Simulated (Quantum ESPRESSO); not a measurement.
Ti2O: Wannier functions under several settings

```
Ti O
1.0
     2.91940    0.00000    0.00000
    -1.45970    2.52827    0.00000
     0.00000    0.00000    4.71300
Ti O
2 1
Cartesian
  0.0000 1.6855 3.3993
  1.4597 0.8428 1.3137
  0.0000 0.0000 0.0000
```

All runs used Quantum ESPRESSO 7.5; potentials GBRV 1.5 LDA; k mesh 8 × 8 × 5; given cell; no spin polarisation; cutoff 612 eV; occupations fermi-dirac, width 0.05 eV.

```tsv
level	start	Wannier mesh	spread a function (Å²)	RMS miss of the bands (meV)
LDA	atomic projections with disentanglement	6 × 6 × 4	?	?
LDA	atomic projections with disentanglement, not minimised	6 × 6 × 4	2.89	108
LDA	SCDM with an erfc weight	6 × 6 × 4	1.81	18
```

Problem. What stands in the row left open?

Solution. Spread a function 1.44 Å²; RMS miss of the bands 155 meV.

Caveats: the Wannier minimisation didn't converge (some runs).

For the row left open. Caveat: the Wannier minimisation didn't converge.
